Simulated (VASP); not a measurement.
# Al (Fm-3m) in VASP: density of states with PBE

Aim: the density of states of Al with PBE.

Program: VASP 6.6.1. These are calculated values, not measurements. Logs are shortened: lines on timing, memory, paths and dates and some standing lists are left out, and cuts for length are marked.

### Step 1. The structure

It takes space group Fm-3m (No. 225, cubic). Conventional cell: a = 4.041 Å, b = 4.041 Å, c = 4.041 Å, α = 90.00°, β = 90.00°, γ = 90.00°. Al (site symmetry m-3m) is surrounded by 12 Al at 2.86 Å.

### Step 2. Density of states, PBE

POSCAR

```
Al                                      
1.0
    0.0000000000      2.0204183562      2.0204183562
    2.0204183562      0.0000000000      2.0204183562
    2.0204183562      2.0204183562      0.0000000000
  Al            
     1
Direct
     0.0000000000000000    0.0000000000000000    0.0000000000000000
```

INCAR.step1

```
SYSTEM = Al
ALGO = Normal ; EDIFF = 1E-7
ENCUT = 250 ; GGA = PE
ISIF = 2 ; ISMEAR = 0
LASPH = .TRUE. ; LCHARG = .TRUE.
LREAL = .FALSE. ; LWAVE = .FALSE.
NELM = 100 ; PREC = Accurate
SIGMA = 0.1
```

KPOINTS.step1

```
k-points
0
G
  18 18 18
  0 0 0
```

INCAR.step2

```
SYSTEM = Al
ALGO = Normal ; EDIFF = 1E-7
ENCUT = 250 ; GGA = PE
ICHARG = 11 ; ISIF = 2
ISMEAR = -5 ; LASPH = .TRUE.
LCHARG = .FALSE. ; LORBIT = 11
LREAL = .FALSE. ; LWAVE = .FALSE.
NEDOS = 1001 ; NELM = 100
PREC = Accurate ; SIGMA = 0.1
```

KPOINTS.step2

```
k-points
0
G
  27 27 27
  0 0 0
```

Potentials or basis: VASP PAW PBE potentials, release 64 (Al).

Launch:

```bash
$ cat potpaw_PBE.64/Al/POTCAR > POTCAR
$ cp INCAR.step1 INCAR
$ cp KPOINTS.step1 KPOINTS
$ mpirun -np 1 vasp_std > vasp.out
$ cp INCAR.step2 INCAR
$ cp KPOINTS.step2 KPOINTS
$ mpirun -np 1 vasp_std > vasp.out
```

OUTCAR:

```text
SYSTEM = Al
   EDIFF = 1E-7
   ENCUT = 250
   GGA = PE
   ICHARG = 11
   ISIF = 2
   ISMEAR = -5
   LASPH = .TRUE.
   LORBIT = 11
   LREAL = .FALSE.
   NELM = 100
   PREC = Accurate

 ion  position               nearest neighbor table
   1  0.000  0.000  0.000-

  LATTYP: Found a face centered cubic cell.
 ALAT       =     4.0408367124

  Lattice vectors:

 A1 = (   0.0000000000,   2.0204183562,   2.0204183562)
 A2 = (   2.0204183562,   0.0000000000,   2.0204183562)
 A3 = (   2.0204183562,   2.0204183562,   0.0000000000)

Analysis of symmetry for initial positions (statically):
=====================================================================
 Subroutine PRICEL returns:
 Original cell was already a primitive cell.

 Routine SETGRP: Setting up the symmetry group for a
 face centered cubic supercell.

 Subroutine GETGRP returns: Found 48 space group operations
 (whereof 48 operations were pure point group operations)
 out of a pool of 48 trial point group operations.

The static configuration has the point symmetry O_h .

Analysis of symmetry for dynamics (positions and initial velocities):
=====================================================================
 Subroutine PRICEL returns:
 Original cell was already a primitive cell.

 Routine SETGRP: Setting up the symmetry group for a
 face centered cubic supercell.

 Subroutine GETGRP returns: Found 48 space group operations
 (whereof 48 operations were pure point group operations)
 out of a pool of 48 trial point group operations.

The dynamic configuration has the point symmetry O_h .

 Subroutine INISYM returns: Found 48 space group operations
 (whereof 48 operations are pure point group operations),
 and found     1 'primitive' translations

----------------------------------------------------------------------------------------

                                     Primitive cell

  volume of cell :      16.4951

  direct lattice vectors                    reciprocal lattice vectors
     0.000000000  2.020418356  2.020418356    -0.247473499  0.247473499  0.247473499
     2.020418356  0.000000000  2.020418356     0.247473499 -0.247473499  0.247473499
     2.020418356  2.020418356  0.000000000     0.247473499  0.247473499 -0.247473499

  length of vectors
     2.857303041  2.857303041  2.857303041     0.428636674  0.428636674  0.428636674

  position of ions in fractional coordinates (direct lattice)
     0.000000000  0.000000000  0.000000000

  ion indices of the primitive-cell ions
   primitive index   ion index
                 1           1

----------------------------------------------------------------------------------------

 KPOINTS: k-points

Automatic generation of k-mesh.
 Grid dimensions read from file:
 generate k-points for:   27   27   27

 Generating k-lattice:

  Cartesian coordinates                     Fractional coordinates (reciprocal lattice)
    -0.009165685  0.009165685  0.009165685     0.037037037  0.000000000  0.000000000
     0.009165685 -0.009165685  0.009165685     0.000000000  0.037037037  0.000000000
     0.009165685  0.009165685 -0.009165685     0.000000000  0.000000000  0.037037037

  Length of vectors
     0.015875432  0.015875432  0.015875432

  Shift w.r.t. Gamma in fractional coordinates (k-lattice)
     0.000000000  0.000000000  0.000000000

 TETIRR: Found   2653 inequivalent tetrahedra from   118098

 Subroutine IBZKPT returns following result:
 ===========================================

 Found    560 irreducible k-points:

 Following reciprocal coordinates:
            Coordinates               Weight
  0.000000  0.000000  0.000000      1.000000
  0.037037  0.000000  0.000000      8.000000
  0.074074  0.000000  0.000000      8.000000
  0.111111  0.000000  0.000000      8.000000
  0.148148  0.000000  0.000000      8.000000
  0.185185  0.000000  0.000000      8.000000
[... 16 lines left out ...]
  0.333333  0.037037  0.000000     24.000000
  0.370370  0.037037  0.000000     24.000000
 [... further k-points ...]
   k-points           NKPTS =    560   k-points in BZ     NKDIM =    560   number of bands    NBANDS=      5
   number of dos      NEDOS =   1001   number of ions     NIONS =      1
   total plane-waves  NPLWV =   4096
   dimension x,y,z NGX =    16 NGY =   16 NGZ =   16
   dimension x,y,z NGXF=    32 NGYF=   32 NGZF=   32
   ions per type =               1
   NGX,Y,Z   is equivalent  to a cutoff of   9.31,  9.31,  9.31 a.u.
   NGXF,Y,Z  is equivalent  to a cutoff of  18.62, 18.62, 18.62 a.u.
 SYSTEM =  Al
   PREC   = accura    normal or accurate (medium, high low for compatibility)
   ISTART =      0    job   : 0-new  1-cont  2-samecut
   ICHARG =     11    charge: 1-file 2-atom 10-const
   ISPIN  =      1    spin polarized calculation?
   LNONCOLLINEAR =      F non collinear calculations
   LSORBIT =      F    spin-orbit coupling
   LASPH  =      T    aspherical Exc in radial PAW
   ENCUT  =  250.0 eV  18.37 Ry    4.29 a.u.   3.68  3.68  3.68*2*pi/ulx,y,z
   NELM   =    100;   NELMIN=  2; NELMDL=  0     # of ELM steps
   EDIFF  = 0.1E-06   stopping-criterion for ELM
   LREAL  =      F    real-space projection
   EDIFFG = 0.1E-05   stopping-criterion for IOM
   NSW    =      0    number of steps for IOM
   IBRION =     -1    ionic relax: 0-MD 1-quasi-New 2-CG
   NFREE  =      0    steps in history (QN), initial steepest desc. (CG)
   ISIF   =      2    stress and relaxation
   ISYM   =      2    0-nonsym 1-usesym 2-fastsym
   POTIM  = 0.5000    time-step for ionic-motion
   TEBEG  =    0.0;   TEEND  =   0.0 temperature during run
   PSTRESS=    0.0 pullay stress
   NELECT =       3.0000    total number of electrons
   NUPDOWN=      -1.0000    fix difference up-down
   EMIN   =  10.00;   EMAX   =-10.00  energy-range for DOS
   EFERMI =   0.00;   METHOD = LEGACY
   ISMEAR =    -5;   SIGMA  =   0.10  broadening in eV -4-tet -1-fermi 0-gaus
   EFERMI_NEDOS =   21; number of points for ismear=-14 and -15
   IALGO  =     38    algorithm
   IMIX   =      4    mixing-type and parameters
     AMIX     =   0.40;   BMIX     =  1.00
     AMIX_MAG =   1.60;   BMIX_MAG =  1.00
  volume/ion in A,a.u.               =      16.50       111.31
  Fermi-wavevector in a.u.,A,eV,Ry     =   0.927536  1.752788 11.705397  0.860322
  Thomas-Fermi vector in A             =   2.053616
   LORBIT       =     11    0 simple, 1 ext, 2 COOP (PROOUT), +10 PAW based schemes
   GGA     = PE    functional components
   LHFCALC =     F    Hartree Fock is set to
   AEXX    =    0.0000 exact exchange contribution
   IVDW    =     0    specifies the selected vdW correction
   LEPSILON=     F    determine dielectric tensor
   LRPA    =     F    only Hartree local field effects (RPA)
 non-spin polarized calculation
 Fermi weights with tetrahedron method with Bloechl corrections
  energy-cutoff  :      250.00
  volume of cell :       16.50
 maximum number of plane-waves:       169

 number of electron       3.0000000 magnetization

 Free energy of the ion-electron system (eV)
  ---------------------------------------------------
  ext. energy  EPLUGINS =         0.00000000
  ---------------------------------------------------
  free energy    TOTEN  =        -3.73728046 eV

  energy without entropy =       -3.73728046  energy(sigma->0) =       -3.73728046

 E-fermi :   8.0338     XC(G=0): -10.1973

 val. band max:        8.0185432114   @ k =  -0.4444   0.3333   0.1111
 cond. band min:       7.9627177495   @ k =  -0.2963   0.4815   0.1852
 fundamental gap:     -0.0558254619
 Fermi energy:         8.0337521987

 k-point     1 :       0.0000    0.0000    0.0000
  band No.  band energies     occupation
      1      -3.1312      2.00000
      2      20.6738      0.00000
      3      20.6738      0.00000
      4      20.6738      0.00000
      5      22.1224      0.00000

 k-point     2 :       0.0370    0.0000    0.0000
  band No.  band energies     occupation
      1      -3.0936      2.00000
      2      19.8341      0.00000
      3      20.5230      0.00000
      4      20.5230      0.00000
      5      22.3480      0.00000

 k-point     3 :       0.0741    0.0000    0.0000
  band No.  band energies     occupation
      1      -2.9817      2.00000
      2      18.4120      0.00000
      3      20.1882      0.00000
      4      20.1882      0.00000
      5      22.8331      0.00000

 k-point     4 :       0.1111    0.0000    0.0000
  band No.  band energies     occupation
      1      -2.7954      2.00000
      2      16.9091      0.00000
      3      19.8395      0.00000
      4      19.8395      0.00000
      5      22.7755      0.00000

 k-point     5 :       0.1481    0.0000    0.0000
  band No.  band energies     occupation
      1      -2.5350      2.00000
      2      15.4068      0.00000
      3      19.5256      0.00000
      4      19.5256      0.00000
      5      22.6753      0.00000

 k-point     6 :       0.1852    0.0000    0.0000
  band No.  band energies     occupation
      1      -2.2009      2.00000
      2      13.9326      0.00000
      3      19.2623      0.00000
      4      19.2623      0.00000
      5      22.5546      0.00000

 k-point     7 :       0.2222    0.0000    0.0000
  band No.  band energies     occupation
      1      -1.7935      2.00000
      2      12.5019      0.00000
      3      19.0557      0.00000
      4      19.0557      0.00000
      5      22.4495      0.00000

 k-point     8 :       0.2593    0.0000    0.0000
  band No.  band energies     occupation
      1      -1.3137      2.00000
      2      11.1166      0.00000
      3      18.9086      0.00000
      4      18.9086      0.00000
      5      22.3780      0.00000

 k-point     9 :       0.2963    0.0000    0.0000
  band No.  band energies     occupation
      1      -0.7620      2.00000
      2       9.7847      0.00000
      3      18.8226      0.00000
      4      18.8226      0.00000
      5      22.0032      0.00000

 k-point    10 :       0.3333    0.0000    0.0000
  band No.  band energies     occupation
      1      -0.1394      2.00000
      2       8.5090      0.03256
      3      18.7983      0.00000
      4      18.7984      0.00000
      5      21.4090      0.00000

 k-point    11 :       0.3704    0.0000    0.0000
  band No.  band energies     occupation
      1       0.5535      2.00000
      2       7.2929      2.15036
      3      18.8396      0.00000
      4      18.8396      0.00000
      5      20.8733      0.00000

 k-point    12 :       0.4074    0.0000    0.0000
  band No.  band energies     occupation
      1       1.3152      2.00000
      2       6.1379      2.00000
      3      18.9402      0.00000
      4      18.9402      0.00000
      5      20.3956      0.00000

 k-point    13 :       0.4444    0.0000    0.0000
  band No.  band energies     occupation
      1       2.1444      2.00000
      2       5.0462      2.00000
      3      19.1033      0.00000
      4      19.1033      0.00000
      5      19.9804      0.00000

 k-point    14 :       0.4815    0.0000    0.0000
  band No.  band energies     occupation
      1       3.0341      2.00000
      2       4.0223      2.00000
      3      19.3244      0.00000
      4      19.3244      0.00000
      5      19.6311      0.00000

 k-point    15 :       0.0370    0.0370    0.0000
  band No.  band energies     occupation
      1      -3.0811      2.00000
      2      20.0980      0.00000
      3      20.0980      0.00000
      4      20.3021      0.00000
      5      22.0000      0.00000

 k-point    16 :       0.0741    0.0370    0.0000
  band No.  band energies     occupation
      1      -2.9941      2.00000
      2      18.8898      0.00000
      3      19.6598      0.00000
      4      20.3242      0.00000
      5      22.0699      0.00000

 k-point    17 :       0.1111    0.0370    0.0000
  band No.  band energies     occupation
      1      -2.8326      2.00000
      2      17.4200      0.00000
      3      19.2594      0.00000
      4      20.1672      0.00000
      5      22.4763      0.00000

 k-point    18 :       0.1481    0.0370    0.0000
  band No.  band energies     occupation
      1      -2.5969      2.00000
      2      15.9226      0.00000
      3      18.9097      0.00000
      4      19.9242      0.00000
      5      22.9491      0.00000

 k-point    19 :       0.1852    0.0370    0.0000
  band No.  band energies     occupation
      1      -2.2875      2.00000
      2      14.4422      0.00000
      3      18.6171      0.00000
      4      19.6791      0.00000
      5      22.9396      0.00000

 k-point    20 :       0.2222    0.0370    0.0000
  band No.  band energies     occupation
      1      -1.9044      2.00000
      2      13.0001      0.00000
      3      18.3844      0.00000
      4      19.4714      0.00000
      5      22.5475      0.00000

 k-point    21 :       0.2593    0.0370    0.0000
  band No.  band energies     occupation
      1      -1.4489      2.00000
      2      11.5999      0.00000
      3      18.2129      0.00000
      4      19.3144      0.00000
      5      21.8749      0.00000

 k-point    22 :       0.2963    0.0370    0.0000
  band No.  band energies     occupation
      1      -0.9212      2.00000
      2      10.2510      0.00000
      3      18.1035      0.00000
      4      19.2143      0.00000
      5      21.2082      0.00000

 k-point    23 :       0.3333    0.0370    0.0000
  band No.  band energies     occupation
      1      -0.3222      2.00000
      2       8.9572     -0.07070
      3      18.0586      0.00000
      4      19.1743      0.00000
      5      20.5892      0.00000

 k-point    24 :       0.3704    0.0370    0.0000
  band No.  band energies     occupation
      1       0.3472      2.00000
      2       7.7216      1.63180
      3      18.0749      0.00000
      4      19.1974      0.00000
      5      20.0253      0.00000

 [... further k-points ...]

------------------------ aborting loop because EDIFF is reached ----------------------------------------

  FORCE on cell =-STRESS in cart. coord.  units (eV):
  Direction    XX          YY          ZZ          XY          YZ          ZX
  --------------------------------------------------------------------------------------
  -------------------------------------------------------------------------------------
  Total       -0.0204643     -0.0204643     -0.0204643     -0.0000000     -0.0000000      0.0000000
  in kB       -1.9877155     -1.9877155     -1.9877155     -0.0000000     -0.0000000      0.0000000
  external PRESSURE =      -1.9877155 kB  Pullay stress =       0.0000000 kB

 VOLUME and BASIS-vectors are now :
 -----------------------------------------------------------------------------
  energy-cutoff  :      250.00
  volume of cell :       16.50
      direct lattice vectors                 reciprocal lattice vectors
     0.000000000  2.020418356  2.020418356    -0.247473499  0.247473499  0.247473499
     2.020418356  0.000000000  2.020418356     0.247473499 -0.247473499  0.247473499
     2.020418356  2.020418356  0.000000000     0.247473499  0.247473499 -0.247473499

 POSITION                                       TOTAL-FORCE (eV/Angst)
 -----------------------------------------------------------------------------------
      0.00000      0.00000      0.00000        -0.000000      0.000000      0.000000
 -----------------------------------------------------------------------------------
    total drift:                               -0.000000      0.000000      0.000000

  FREE ENERGIE OF THE ION-ELECTRON SYSTEM (eV)
  ---------------------------------------------------
  free  energy   TOTEN  =        -3.7372804597 eV

  energy  without entropy=       -3.7372804597  energy(sigma->0) =       -3.73728046

 total charge

# of ion       s       p       d       tot
------------------------------------------
    1        0.432   0.348   0.000   0.781
```

Wall time 13 s (1 thread of Intel Xeon Platinum 8259CL at 2.50GHz (Skylake/Cascade Lake), shared host); peak memory 0.12 GiB.

Results:

```
Valence electrons inside the program's atomic spheres : Al 0.78
```

States per cell in windows of 1 eV (zero at the Fermi level; states under -8 eV left out):
```tsv
from (eV)	total	Al1_p	Al1_s	Al1_d
-8.0	0.23	0.02	0.05	0.00
-7.0	0.26	0.02	0.05	0.00
-6.0	0.29	0.03	0.05	0.00
-5.0	0.31	0.04	0.04	0.00
-4.0	0.36	0.05	0.04	0.00
-3.0	0.37	0.06	0.04	0.00
-2.0	0.36	0.06	0.04	0.00
-1.0	0.38	0.06	0.04	0.00
0.0	0.43	0.06	0.04	0.00
1.0	0.43	0.06	0.04	0.00
2.0	0.45	0.07	0.05	0.00
3.0	0.49	0.08	0.05	0.00
4.0	0.50	0.09	0.04	0.00
5.0	0.58	0.12	0.04	0.00
6.0	0.54	0.12	0.03	0.00
7.0	0.54	0.11	0.02	0.00
```

Caveat: the cutoff is under 1.25 times the usual one of these potentials, so pressure, stress and relaxed cells hold a basis-set (Pulay) error; tetrahedron occupations give inexact forces and stress in metals.
